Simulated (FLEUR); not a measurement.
## Collinear magnetic orders of 1 ML Ni on Ir(001), 3 substrate layers with FLEUR

Aim: find out whether 1 ML Ni on Ir(001), 3 substrate layers carries moments, and which collinear order costs least.

Calculated with FLEUR MaX-R8.1; PBE; all-electron FLAPW film, Dirac cores, scalar-relativistic bands.

Report form: the programs' logs are mostly left out.

## 1. Starting point

The cell holds 4 atoms: 3 Ir and 1 Ni. Cell: a = 2.709 Å, b = 2.709 Å, c = 19.726 Å, α = 90.0°, β = 90.0°, γ = 90.0°. Vacuum lies along c.

It is built of layers of Ir (space group 225) and Ni (space group 225).

## 2. Run 1 (ferro +)

The parallel start is the test of whether parallel moments hold.

inpgen writes inp.xml from crystal.txt; cutoffs, mixing, functional, smearing and local orbitals are then set in the file. The k list default-1 (kpts.xml, not shown) is a Γ-centred 12×12×1 mesh; where the ranks do not divide the number of points, some are split in two of half the weight.

Input file inp.xml:

```
<?xml version="1.0" encoding="UTF-8" standalone="no"?>
<fleurInput fleurInputVersion="0.39">
   <comment>
      NiIr3
   </comment>
   <calculationSetup>
      <cutoffs Kmax="3.6" Gmax="10.8" GmaxXC="10.8" numbands="0"/>
      <scfLoop itmax="140" minDistance="0.00002" maxIterBroyd="15" imix="Anderson" alpha="0.03" precondParam="0.0" spinf="2.0" sdNocoIR="T"/>
      <coreElectrons ctail="T" frcor="F" kcrel="0" coretail_lmax="0"/>
      <xcFunctional name="pbe" relativisticCorrections="F"/>
      <magnetism jspins="2"/>
      <soc l_soc="F" theta="0.0" phi="0.0" spav="F"/>
      <expertModes spex="0" secvar="F"/>
      <geometryOptimization l_f="F" forcealpha="1.0" forcemix="BFGS" epsdisp="0.00001" epsforce="0.00001"/>
      <ldaU l_linMix="F" mixParam="0.05" spinf="1.0"/>
   </calculationSetup>
   <cell>
      <bzIntegration valenceElectrons="63.0" mode="hist" fermiSmearingEnergy="0.00183747">
         <kPointListSelection listName="default-1"/>
         <xi:include xmlns:xi="http://www.w3.org/2001/XInclude" href="kpts.xml"> </xi:include>
      </bzIntegration>
      <xi:include xmlns:xi="http://www.w3.org/2001/XInclude" href="sym.xml"> </xi:include>
      <filmLattice scale="1.0" dVac="16.02" dTilda="18.52">
         <bravaisMatrixFilm>
            <row-1>    5.1193965729178723     0.0000000000000000</row-1>
            <row-2>    0.0000000000000000     5.1193965729178723</row-2>
         </bravaisMatrixFilm>
         <vacuumEnergyParameters vacuum="1" spinUp="-.25" spinDown="-.25"/>
         <vacuumEnergyParameters vacuum="2" spinUp="-.25" spinDown="-.25"/>
      </filmLattice>
   </cell>
   <atomSpecies>
      <species name="Iridium (Ir)" element="Ir" atomicNumber="77">
         <mtSphere radius="2.33" gridPoints="771" logIncrement="0.017"/>
         <atomicCutoffs lmax="8" lnonsphr="6"/>
         <electronConfig flipSpins="F">
            <coreConfig>(1s1/2) (2s1/2) (2p1/2) (2p3/2) (3s1/2) (3p1/2) (3p3/2) (4s1/2) (3d3/2) (3d5/2) (4p1/2) (4p3/2) (5s1/2) (4d3/2) (4d5/2) (4f5/2) (4f7/2)</coreConfig>
            <valenceConfig>(5p1/2) (5p3/2) (6s1/2) (5d3/2) (5d5/2)</valenceConfig>
            <stateOccupation state="(5d3/2)" spinUp="1.400000" spinDown="1.400000"/>
            <stateOccupation state="(5d5/2)" spinUp="2.100000" spinDown="2.100000"/>
         </electronConfig>
         <energyParameters s="6" p="6" d="5" f="5"/>
         <lo type="SCLO" l="1" n="5" eDeriv="0"/>
      </species>
      <species name="Nickel (Ni1.001" element="Ni" atomicNumber="28">
         <mtSphere radius="2.33" gridPoints="771" logIncrement="0.016"/>
         <atomicCutoffs lmax="8" lnonsphr="6"/>
         <electronConfig flipSpins="F">
            <coreConfig>(1s1/2) (2s1/2) (2p1/2) (2p3/2)</coreConfig>
            <valenceConfig>(3s1/2) (3p1/2) (3p3/2) (4s1/2) (3d3/2) (3d5/2)</valenceConfig>
            <stateOccupation state="(3d3/2)" spinUp="1.6" spinDown="1.6"/>
            <stateOccupation state="(3d5/2)" spinUp="2.9005" spinDown="1.8995"/>
         </electronConfig>
         <energyParameters s="4" p="4" d="3" f="4"/>
         <lo type="SCLO" l="0" n="3" eDeriv="0"/>
         <lo type="SCLO" l="1" n="3" eDeriv="0"/>
      </species>
   </atomSpecies>
   <atomGroups>
      <atomGroup species="Iridium (Ir)">
         <filmPos label="                   1">.0000000000 .0000000000 -5.2803566465</filmPos>
         <force calculate="T" relaxXYZ="TTT"/>
      </atomGroup>
      <atomGroup species="Iridium (Ir)">
         <filmPos label="                   2">1.000/2.000 1.000/2.000 -1.6603777974</filmPos>
         <force calculate="T" relaxXYZ="TTT"/>
      </atomGroup>
      <atomGroup species="Iridium (Ir)">
         <filmPos label="                   3">.0000000000 .0000000000 1.9595637746</filmPos>
         <force calculate="T" relaxXYZ="TTT"/>
      </atomGroup>
      <atomGroup species="Nickel (Ni1.001">
         <filmPos label="                   4">1.000/2.000 1.000/2.000 5.2803566465</filmPos>
         <force calculate="T" relaxXYZ="TTT"/>
      </atomGroup>
   </atomGroups>
   <output dos="F" band="F" slice="F">
      <bandDOS minEnergy="-.5*Htr" maxEnergy="0.5*Htr" sigma="0.015" storeEVData="T"/>
      <plotting iplot="0" polar="F">
         <plot TwoD="T" vec1="  1.0  0.0  0.0" vec2="  0.0  1.0  0.0" vec3="  0.0  0.0  1.0" zero="  0.0  0.0 -0.5" file="plot"/>
      </plotting>
      <moessbauerParams electricFieldGradient="F" isomerShift="F" coreHyperfine="F" valenceHyperfine="F"/>
   </output>
</fleurInput>
```

Input file crystal.txt:

```
NiIr3
&input film=T cartesian=F /
2.70906800000  0.00000000000  0.00000000000
0.00000000000  2.70906800000  0.00000000000
0.00000000000  0.00000000000  1.00000000000
1.8897261246
1.0 1.0 1.0

4
77 0.00000000000  0.00000000000  -5.28035664653
77 0.50000000000  0.50000000000  -1.66037779742
77 0.00000000000  0.00000000000  1.95956377459
28 0.50000000000  0.50000000000  5.28035664653 : 1.001

&kpt div1=12 div2=12 div3=1 gamma=T /
```

The run is started by

```console
OMP_NUM_THREADS=1 inpgen -f crystal.txt > inpgen.log  # inp.xml is then edited as shown
OMP_NUM_THREADS=1 mpirun -n 4 fleur_MPI > fleur.log
```

The job ended after 3.1 min (4 MPI ranks of Arm Neoverse V1, shared host; peak memory 0.35 GiB; 12 min of CPU time).

Spin moment in the muffin-tin sphere by atom:

```
atom  spin moment in the muffin-tin sphere (μB)
 Ir1                                      0.067
 Ir2                                      0.029
 Ir3                                      0.112
 Ni4                                      0.494
```

Read from the output:

```yaml
free_energy: -1499215.9136 eV
program_s_band_gap_on_this_mesh_in_a_metal_only_a_level_spacing: 0.004426 eV
magnetization: 0.701 μB
final_state: ferromagnetic
```

After 67 cycles the largest moment stands at 0.494 μB.

## 3. Start 2: antiferro q=(1/2,1/2,0) +-

Reversing part of the moments tests the sign of the couplings between them.

The cell is doubled to 8 atoms to hold this order. The mesh is halved along the doubled vector, so that both cells sample the same points. The k list default-1 (kpts.xml, not shown) is a Γ-centred 12×6×1 mesh.

inp.xml: that of step 2 with these lines changed.

```diff
@@ -17,3 +17,3 @@
    <cell>
-      <bzIntegration valenceElectrons="63.0" mode="hist" fermiSmearingEnergy="0.00183747">
+      <bzIntegration valenceElectrons="126.0" mode="hist" fermiSmearingEnergy="0.00183747">
          <kPointListSelection listName="default-1"/>
@@ -24,4 +24,4 @@
          <bravaisMatrixFilm>
-            <row-1>    5.1193965729178723     0.0000000000000000</row-1>
-            <row-2>    0.0000000000000000     5.1193965729178723</row-2>
+            <row-1>    5.1193965729178723     5.1193965729178723</row-1>
+            <row-2>    0.0000000000000000    10.2387931458357446</row-2>
          </bravaisMatrixFilm>
@@ -57,2 +57,15 @@
       </species>
+      <species name="Nickel (Ni-1.001" element="Ni" atomicNumber="28">
+         <mtSphere radius="2.33" gridPoints="771" logIncrement="0.016"/>
+         <atomicCutoffs lmax="8" lnonsphr="6"/>
+         <electronConfig flipSpins="F">
+            <coreConfig>(1s1/2) (2s1/2) (2p1/2) (2p3/2)</coreConfig>
+            <valenceConfig>(3s1/2) (3p1/2) (3p3/2) (4s1/2) (3d3/2) (3d5/2)</valenceConfig>
+            <stateOccupation state="(3d3/2)" spinUp="1.6" spinDown="1.6"/>
+            <stateOccupation state="(3d5/2)" spinUp="1.8995" spinDown="2.9005"/>
+         </electronConfig>
+         <energyParameters s="4" p="4" d="3" f="4"/>
+         <lo type="SCLO" l="0" n="3" eDeriv="0"/>
+         <lo type="SCLO" l="1" n="3" eDeriv="0"/>
+      </species>
    </atomSpecies>
@@ -61,2 +74,3 @@
          <filmPos label="                   1">.0000000000 .0000000000 -5.2803566465</filmPos>
+         <filmPos label="                   2">.0000000000 1.000/2.000 -5.2803566465</filmPos>
          <force calculate="T" relaxXYZ="TTT"/>
@@ -64,3 +78,3 @@
       <atomGroup species="Iridium (Ir)">
-         <filmPos label="                   2">1.000/2.000 1.000/2.000 -1.6603777974</filmPos>
+         <filmPos label="                   3">1.000/2.000 .0000000000 -1.6603777974</filmPos>
          <force calculate="T" relaxXYZ="TTT"/>
@@ -68,3 +82,8 @@
       <atomGroup species="Iridium (Ir)">
-         <filmPos label="                   3">.0000000000 .0000000000 1.9595637746</filmPos>
+         <filmPos label="                   4">1.000/2.000 1.000/2.000 -1.6603777974</filmPos>
+         <force calculate="T" relaxXYZ="TTT"/>
+      </atomGroup>
+      <atomGroup species="Iridium (Ir)">
+         <filmPos label="                   5">.0000000000 .0000000000 1.9595637746</filmPos>
+         <filmPos label="                   6">.0000000000 1.000/2.000 1.9595637746</filmPos>
          <force calculate="T" relaxXYZ="TTT"/>
@@ -72,3 +91,7 @@
       <atomGroup species="Nickel (Ni1.001">
-         <filmPos label="                   4">1.000/2.000 1.000/2.000 5.2803566465</filmPos>
+         <filmPos label="                   7">1.000/2.000 .0000000000 5.2803566465</filmPos>
+         <force calculate="T" relaxXYZ="TTT"/>
+      </atomGroup>
+      <atomGroup species="Nickel (Ni-1.001">
+         <filmPos label="                   8">1.000/2.000 1.000/2.000 5.2803566465</filmPos>
          <force calculate="T" relaxXYZ="TTT"/>
```

Input file crystal.txt:

```
NiIr3
&input film=T cartesian=F /
2.70906800000  2.70906800000  0.00000000000
0.00000000000  5.41813600000  0.00000000000
0.00000000000  0.00000000000  1.00000000000
1.8897261246
1.0 1.0 1.0

8
77 0.00000000000  0.00000000000  -5.28035664653
77 0.00000000000  0.50000000000  -5.28035664653
77 0.50000000000  0.00000000000  -1.66037779742
77 0.50000000000  0.50000000000  -1.66037779742
77 0.00000000000  0.00000000000  1.95956377459
77 0.00000000000  0.50000000000  1.95956377459
28 0.50000000000  0.00000000000  5.28035664653 : 1.001
28 0.50000000000  0.50000000000  5.28035664653 : -1.001

&kpt div1=12 div2=6 div3=1 gamma=T /
```

Run time: 23 min. Hardware: 4 MPI ranks; peak memory 0.72 GiB.

The spin moment in the muffin-tin sphere vanishes on all atoms.

Numbers from this step:

```yaml
free_energy: -2998431.8142 eV
program_s_band_gap_on_this_mesh_in_a_metal_only_a_level_spacing: 0.005698 eV
final_state: non-magnetic
```

It lies 6.54 meV a seeded atom over the first start.

## 4. Order 3, typed as no spin polarisation

Without spin polarisation no moment can form, so the difference from the other runs is what forming moments gains.

The k list default-1 (kpts.xml, not shown) is a Γ-centred 12×12×1 mesh.

Input file inp.xml:

```
<?xml version="1.0" encoding="UTF-8" standalone="no"?>
<fleurInput fleurInputVersion="0.39">
   <comment>
      NiIr3
   </comment>
   <calculationSetup>
      <cutoffs Kmax="3.6" Gmax="10.8" GmaxXC="10.8" numbands="0"/>
      <scfLoop itmax="140" minDistance="0.00002" maxIterBroyd="15" imix="Anderson" alpha="0.03" precondParam="0.0" spinf="2.0" sdNocoIR="T"/>
      <coreElectrons ctail="T" frcor="F" kcrel="0" coretail_lmax="0"/>
      <xcFunctional name="pbe" relativisticCorrections="F"/>
      <magnetism jspins="1"/>
      <soc l_soc="F" theta="0.0" phi="0.0" spav="F"/>
      <expertModes spex="0" secvar="F"/>
      <geometryOptimization l_f="F" forcealpha="1.0" forcemix="BFGS" epsdisp="0.00001" epsforce="0.00001"/>
      <ldaU l_linMix="F" mixParam="0.05" spinf="1.0"/>
   </calculationSetup>
   <cell>
      <bzIntegration valenceElectrons="63.0" mode="hist" fermiSmearingEnergy="0.00183747">
         <kPointListSelection listName="default-1"/>
         <xi:include xmlns:xi="http://www.w3.org/2001/XInclude" href="kpts.xml"> </xi:include>
      </bzIntegration>
      <xi:include xmlns:xi="http://www.w3.org/2001/XInclude" href="sym.xml"> </xi:include>
      <filmLattice scale="1.0" dVac="16.02" dTilda="18.52">
         <bravaisMatrixFilm>
            <row-1>    5.1193965729178723     0.0000000000000000</row-1>
            <row-2>    0.0000000000000000     5.1193965729178723</row-2>
         </bravaisMatrixFilm>
         <vacuumEnergyParameters vacuum="1" spinUp="-.25" spinDown="-.25"/>
         <vacuumEnergyParameters vacuum="2" spinUp="-.25" spinDown="-.25"/>
      </filmLattice>
   </cell>
   <atomSpecies>
      <species name="Iridium (Ir)" element="Ir" atomicNumber="77">
         <mtSphere radius="2.33" gridPoints="771" logIncrement="0.017"/>
         <atomicCutoffs lmax="8" lnonsphr="6"/>
         <electronConfig flipSpins="F">
            <coreConfig>(1s1/2) (2s1/2) (2p1/2) (2p3/2) (3s1/2) (3p1/2) (3p3/2) (4s1/2) (3d3/2) (3d5/2) (4p1/2) (4p3/2) (5s1/2) (4d3/2) (4d5/2) (4f5/2) (4f7/2)</coreConfig>
            <valenceConfig>(5p1/2) (5p3/2) (6s1/2) (5d3/2) (5d5/2)</valenceConfig>
            <stateOccupation state="(5d3/2)" spinUp="1.400000" spinDown="1.400000"/>
            <stateOccupation state="(5d5/2)" spinUp="2.100000" spinDown="2.100000"/>
         </electronConfig>
         <energyParameters s="6" p="6" d="5" f="5"/>
         <lo type="SCLO" l="1" n="5" eDeriv="0"/>
      </species>
      <species name="Nickel (Ni)" element="Ni" atomicNumber="28">
         <mtSphere radius="2.33" gridPoints="771" logIncrement="0.016"/>
         <atomicCutoffs lmax="8" lnonsphr="6"/>
         <electronConfig flipSpins="F">
            <coreConfig>(1s1/2) (2s1/2) (2p1/2) (2p3/2)</coreConfig>
            <valenceConfig>(3s1/2) (3p1/2) (3p3/2) (4s1/2) (3d3/2) (3d5/2)</valenceConfig>
            <stateOccupation state="(3d3/2)" spinUp="1.600000" spinDown="1.600000"/>
            <stateOccupation state="(3d5/2)" spinUp="2.400000" spinDown="2.400000"/>
         </electronConfig>
         <energyParameters s="4" p="4" d="3" f="4"/>
         <lo type="SCLO" l="0" n="3" eDeriv="0"/>
         <lo type="SCLO" l="1" n="3" eDeriv="0"/>
      </species>
   </atomSpecies>
   <atomGroups>
      <atomGroup species="Iridium (Ir)">
         <filmPos label="                   1">.0000000000 .0000000000 -5.2803566465</filmPos>
         <force calculate="T" relaxXYZ="TTT"/>
      </atomGroup>
      <atomGroup species="Iridium (Ir)">
         <filmPos label="                   2">1.000/2.000 1.000/2.000 -1.6603777974</filmPos>
         <force calculate="T" relaxXYZ="TTT"/>
      </atomGroup>
      <atomGroup species="Iridium (Ir)">
         <filmPos label="                   3">.0000000000 .0000000000 1.9595637746</filmPos>
         <force calculate="T" relaxXYZ="TTT"/>
      </atomGroup>
      <atomGroup species="Nickel (Ni)">
         <filmPos label="                   4">1.000/2.000 1.000/2.000 5.2803566465</filmPos>
         <force calculate="T" relaxXYZ="TTT"/>
      </atomGroup>
   </atomGroups>
   <output dos="F" band="F" slice="F">
      <bandDOS minEnergy="-.5*Htr" maxEnergy="0.5*Htr" sigma="0.015" storeEVData="T"/>
      <plotting iplot="0" polar="F">
         <plot TwoD="T" vec1="  1.0  0.0  0.0" vec2="  0.0  1.0  0.0" vec3="  0.0  0.0  1.0" zero="  0.0  0.0 -0.5" file="plot"/>
      </plotting>
      <moessbauerParams electricFieldGradient="F" isomerShift="F" coreHyperfine="F" valenceHyperfine="F"/>
   </output>
</fleurInput>
```

Input file crystal.txt:

```
NiIr3
&input film=T cartesian=F /
2.70906800000  0.00000000000  0.00000000000
0.00000000000  2.70906800000  0.00000000000
0.00000000000  0.00000000000  1.00000000000
1.8897261246
1.0 1.0 1.0

4
77 0.00000000000  0.00000000000  -5.28035664653
77 0.50000000000  0.50000000000  -1.66037779742
77 0.00000000000  0.00000000000  1.95956377459
28 0.50000000000  0.50000000000  5.28035664653

&kpt div1=12 div2=12 div3=1 gamma=T /
```

The job ended after 59 s (4 MPI ranks; peak memory 0.28 GiB; 3.9 min of CPU time).

Read from the output:

| Quantity | Value |
| --- | --- |
| free energy | -1499215.9071 eV |
| program's band gap on this mesh (in a metal only a level spacing) | 0.005690 eV |
| final state | non-magnetic (no spin polarisation) |

It lies 6.49 meV a seeded atom over the first start.

## 5. The states side by side

Free energies are divided by the number of seeded atoms, so that cells of unlike size compare. Wavevectors q in the names are fractions of the primitive cell's reciprocal vectors.

Orders:

```
                     start    final state  typed order kept  energy over the lowest (meV a seeded atom)  largest sphere moment (μB)  net moment (μB a primitive cell)  mesh matched  CPU time (s)
                   ferro +  ferromagnetic               yes                                           0                      0.4943                             0.701           yes         736.5
antiferro q=(1/2,1/2,0) +-   non-magnetic                no                                       6.536                           0                                 0           yes          5412
      no spin polarisation   non-magnetic                 -                                       6.494                           0                                 0           yes         234.2
```

## 6. Spin–orbit coupling, moments along z

Spin–orbit coupling ties the spins to the lattice and lets orbital moments form.

A new self-consistent run of the start ferro +, with the moments along z.

inp.xml: that of step 2 with these lines changed.

```diff
@@ -6,3 +6,3 @@
    <calculationSetup>
-      <cutoffs Kmax="3.6" Gmax="10.8" GmaxXC="10.8" numbands="0"/>
+      <cutoffs Kmax="3.6" Gmax="10.8" GmaxXC="10.8" numbands="143"/>
       <scfLoop itmax="140" minDistance="0.00002" maxIterBroyd="15" imix="Anderson" alpha="0.03" precondParam="0.0" spinf="2.0" sdNocoIR="T"/>
@@ -11,3 +11,3 @@
       <magnetism jspins="2"/>
-      <soc l_soc="F" theta="0.0" phi="0.0" spav="F"/>
+      <soc l_soc="T" theta="0.0" phi="0.0" spav="F"/>
       <expertModes spex="0" secvar="F"/>
```

crystal.txt: that of step 2 with these lines changed.

```diff
@@ -14,2 +14,3 @@
 
+&soc 0.0000000 0.0000000 /
 &kpt div1=12 div2=12 div3=1 gamma=T /
```

Elapsed: 9.4 min, on 4 MPI ranks; peak memory 0.53 GiB.

Spin moment in the muffin-tin sphere by atom:

```
atom  spin moment in the muffin-tin sphere (μB)
 Ir1                                      0.027
 Ir2                                      0.006
 Ir3                                      0.099
 Ni4                                      0.438
```

Read from the output:

| Item | Value |
| --- | --- |
| free energy | -1499219.4188 eV |
| program's band gap on this mesh (in a metal only a level spacing) | 0 eV |
| magnetization | 0.5612 μB |
| final state | ferromagnetic |
| orbital moment along the spin | 0.03429 μB |

Orbital moment in the sphere, along the spin axis by atom:

```
atom  orbital moment in the sphere, along the spin axis (μB)
 Ir1                                                  0.0058
 Ir2                                                 -0.0035
 Ir3                                                  0.0171
 Ni4                                                  0.0343
```

## 7. Results

```json
{
  "lowest state found": "ferromagnetic (typed ferro +)",
  "largest site spin moment": "0.494 μB",
  "next finished state": "non-magnetic, 6.49 meV a seeded atom higher",
  "energy gained by spin polarisation": "6.49 meV a seeded atom",
  "orbital moment on the atom of largest spin, along its spin (spin–orbit run)": "0.0343 μB"
}
```

**Reading.** The lowest state found is ferromagnetic, reached from the start ferro +, with moments up to 0.494 μB. Spin polarisation gains little, as in a weak itinerant magnet. 1 start left the typed pattern (a sign turned, or a seeded moment died or shrank under 0.15 μB), so such an energy belongs to the state reached, not the one typed. On the atom of largest spin the orbital moment is almost quenched. Only 3 starts were tried; other patterns of signs, canted and longer-period orders were not. A substrate of 3 unrelaxed layers is a model; thickness and relaxation can move these numbers.

[Logs and program files are shortened in this print: banners, set-up blocks, solver, clock and traceback lines can be left out without a mark of their own.]

[Logs are printed without paths, hosts, clocks, repeated set-up lines and the standing remarks that a program may print on its own settings, such as how far it seeks lower states.]

[Hosts, paths, dates, database ids (printed as entryN), source tags and the programs' standing remarks are cut or masked in the printed files.]

[Where a cell is said to come from a database of computed structures, the database is the Materials Project.]
